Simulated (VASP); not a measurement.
Method: LDA (Ceperley-Alder, Perdew-Zunger), VASP's LDA PAW potentials (set 64) (plane waves; VASP 6.6.1).

A VASP calculation is set up with these files.

### KPOINTS
```
Automatic
0
Gamma
  7 7 7
0 0 0
```

POSCAR:
```
NaBr
1
    0.0000000000     2.9850000000     2.9850000000
    2.9850000000     0.0000000000     2.9850000000
    2.9850000000     2.9850000000     0.0000000000
Na Br
1 1
Direct
  0.0000000000   0.0000000000   0.0000000000
  0.5000000000   0.5000000000   0.5000000000
```

**INCAR**
```
SYSTEM=NaBr
PREC=Accurate; ENCUT=400; LREAL=.FALSE.
LASPH=.TRUE.
EDIFF=1E-6; NELM=100; ALGO=Normal
LMAXMIX=4
ISMEAR=0; SIGMA=0.05
IBRION=2; NSW=60; ISIF=3
EDIFFG=-0.01
LWAVE=.FALSE.; LCHARG=.FALSE.
```

POTCAR, in this order: Na_pv Br (LDA.64 set). Program: vasp_std.

Output

**OSZICAR**
```
       N       E                     dE             d eps       ncg     rms          rms(c)
DAV:   1     0.802891780460E+02    0.80289E+02   -0.62433E+03   440   0.992E+02
DAV:   2    -0.258044303661E+00   -0.80547E+02   -0.76029E+02   489   0.244E+02
DAV:   3    -0.673872326761E+01   -0.64807E+01   -0.64481E+01   553   0.703E+01
DAV:   4    -0.684930580361E+01   -0.11058E+00   -0.11053E+00   476   0.102E+01
DAV:   5    -0.685090452845E+01   -0.15987E-02   -0.15985E-02   529   0.122E+00    0.158E+00
DAV:   6    -0.673827772697E+01    0.11263E+00   -0.16996E-01   494   0.290E+00    0.959E-01
DAV:   7    -0.671971886535E+01    0.18559E-01   -0.60423E-02   548   0.162E+00    0.511E-01
DAV:   8    -0.671885978328E+01    0.85908E-03   -0.32817E-03   509   0.611E-01    0.116E-01
DAV:   9    -0.671880358684E+01    0.56196E-04   -0.15486E-04   500   0.116E-01    0.474E-02
DAV:  10    -0.671880832990E+01   -0.47431E-05   -0.19826E-05   517   0.503E-02    0.244E-03
DAV:  11    -0.671880820846E+01    0.12144E-06   -0.10557E-06   301   0.141E-02
   1 F= -.67188082E+01 E0= -.67188082E+01  d E =-.671881E+01
       N       E                     dE             d eps       ncg     rms          rms(c)
DAV:   1    -0.696739457713E+01   -0.24859E+00   -0.47150E+00   494   0.310E+01    0.269E+00
DAV:   2    -0.678980468424E+01    0.17759E+00   -0.25530E-01   488   0.530E+00    0.121E+00
DAV:   3    -0.675060445926E+01    0.39200E-01   -0.90680E-02   491   0.314E+00    0.443E-01
DAV:   4    -0.674700888912E+01    0.35956E-02   -0.26901E-03   440   0.530E-01    0.439E-02
DAV:   5    -0.674695741134E+01    0.51478E-04   -0.19915E-04   491   0.104E-01    0.251E-02
DAV:   6    -0.674695419428E+01    0.32171E-05   -0.55302E-06   479   0.358E-02    0.121E-02
DAV:   7    -0.674695331265E+01    0.88162E-06   -0.36603E-06   452   0.199E-02
   2 F= -.67469533E+01 E0= -.67469533E+01  d E =-.281451E-01
       N       E                     dE             d eps       ncg     rms          rms(c)
DAV:   1    -0.705855095304E+01   -0.31160E+00   -0.65312E+00   494   0.368E+01    0.319E+00
DAV:   2    -0.681530992528E+01    0.24324E+00   -0.33706E-01   488   0.633E+00    0.144E+00
DAV:   3    -0.675959880714E+01    0.55711E-01   -0.12872E-01   494   0.380E+00    0.527E-01
DAV:   4    -0.675477482097E+01    0.48240E-02   -0.39900E-03   440   0.673E-01    0.520E-02
DAV:   5    -0.675469654183E+01    0.78279E-04   -0.28274E-04   494   0.137E-01    0.279E-02
DAV:   6    -0.675469372998E+01    0.28118E-05   -0.82068E-06   464   0.402E-02    0.138E-02
DAV:   7    -0.675469253729E+01    0.11927E-05   -0.47557E-06   440   0.224E-02    0.353E-03
DAV:   8    -0.675469239779E+01    0.13950E-06   -0.37894E-07   220   0.107E-02
   3 F= -.67546924E+01 E0= -.67546924E+01  d E =-.358842E-01
       N       E                     dE             d eps       ncg     rms          rms(c)
DAV:   1    -0.677445992807E+01   -0.19767E-01   -0.42209E-01   494   0.991E+00    0.775E-01
DAV:   2    -0.675937200374E+01    0.15088E-01   -0.21640E-02   482   0.159E+00    0.357E-01
DAV:   3    -0.675591725826E+01    0.34547E-02   -0.78965E-03   497   0.948E-01    0.126E-01
DAV:   4    -0.675561518975E+01    0.30207E-03   -0.23104E-04   440   0.157E-01    0.132E-02
DAV:   5    -0.675561072540E+01    0.44644E-05   -0.15388E-05   491   0.312E-02    0.734E-03
DAV:   6    -0.675561041845E+01    0.30695E-06   -0.61673E-07   235   0.131E-02
   4 F= -.67556104E+01 E0= -.67556104E+01  d E =-.368022E-01
```

File OUTCAR:
```
------------------------ aborting loop because EDIFF is reached ----------------------------------------
  FORCE on cell =-STRESS in cart. coord.  units (eV):
  Direction    XX          YY          ZZ          XY          YZ          ZX
  --------------------------------------------------------------------------------------
  Total       -0.0027206     -0.0027206     -0.0027206     -0.0000000     -0.0000000      0.0000000
  in kB       -0.0903683     -0.0903683     -0.0903683     -0.0000000     -0.0000000      0.0000000
  external PRESSURE =      -0.0903683 kB  Pullay stress =       0.0000000 kB
  volume of cell :       48.23
      direct lattice vectors                 reciprocal lattice vectors
     0.000000000  2.889180464  2.889180464    -0.173059456  0.173059456  0.173059456
     2.889180464 -0.000000000  2.889180464     0.173059456 -0.173059456  0.173059456
     2.889180464  2.889180464  0.000000000     0.173059456  0.173059456 -0.173059456
 POSITION                                       TOTAL-FORCE (eV/Angst)
 -----------------------------------------------------------------------------------
      0.00000      0.00000      0.00000        -0.000000      0.000000     -0.000000
      2.88918      2.88918      2.88918         0.000000     -0.000000      0.000000
 -----------------------------------------------------------------------------------
    total drift:                                0.000000      0.000000      0.000000
  FREE ENERGIE OF THE ION-ELECTRON SYSTEM (eV)
  ---------------------------------------------------
  free  energy   TOTEN  =        -6.7556104184 eV

  energy  without entropy=       -6.7556104184  energy(sigma->0) =       -6.75561042

 reached required accuracy - stopping structural energy minimisation
```
(Selected blocks of OUTCAR.)

File CONTCAR:
```
NaBr
   1.00000000000000
     0.0000000000000000    2.8891804638382239    2.8891804638382239
     2.8891804638382239   -0.0000000000000000    2.8891804638382239
     2.8891804638382239    2.8891804638382239    0.0000000000000000
  Na              Br
     1     1
Direct
     0.0000000000000000    0.0000000000000000    0.0000000000000000
     0.5000000000000000    0.5000000000000000    0.5000000000000000
```

OUTCAR:
```
 val. band max:       -0.2668265753   @ k =   0.0000   0.0000   0.0000

 cond. band min:       3.8364592511   @ k =   0.0000   0.0000   0.0000


 Fermi energy:         0.0099462906

 k-point     1 :       0.0000    0.0000    0.0000
  band No.  band energies     occupation
      1     -21.6582      2.00000
      2     -21.6582      2.00000
      3     -21.6582      2.00000
      4     -13.3513      2.00000
      5      -0.2668      2.00000
      6      -0.2668      2.00000
      7      -0.2668      2.00000
      8       3.8365      0.00000
      9       9.4257      0.00000
     10       9.4257      0.00000
     11       9.4257      0.00000

 k-point     2 :       0.1429    0.0000    0.0000
  band No.  band energies     occupation
      1     -21.6634      2.00000
      2     -21.6586      2.00000
      3     -21.6586      2.00000
      4     -13.2822      2.00000
      5      -0.9247      2.00000
      6      -0.3369      2.00000
      7      -0.3369      2.00000
      8       4.5949      0.00000
      9       8.8238      0.00000
     10       9.6728      0.00000
     11       9.6728      0.00000

 k-point     3 :       0.2857    0.0000    0.0000
  band No.  band energies     occupation
      1     -21.6745      2.00000
      2     -21.6593      2.00000
      3     -21.6593      2.00000
      4     -13.1205      2.00000
      5      -1.9913      2.00000
      6      -0.4860      2.00000
      7      -0.4860      2.00000
      8       5.5634      0.00000
      9       8.8158      0.00000
     10       9.5891      0.00000
     11       9.5891      0.00000

 k-point     4 :       0.4286    0.0000    0.0000
  band No.  band energies     occupation
      1     -21.6835      2.00000
      2     -21.6599      2.00000
      3     -21.6599      2.00000
      4     -12.9833      2.00000
      5      -2.6677      2.00000
      6      -0.5981      2.00000
      7      -0.5981      2.00000
      8       5.7155      0.00000
      9       9.2425      0.00000
...
```

Energy and stress use the plane-wave basis of the starting cell.

The compound is NaBr in the rock salt structure. This run relaxes it. Symmetry was kept, so distortions that lower it aren't found.
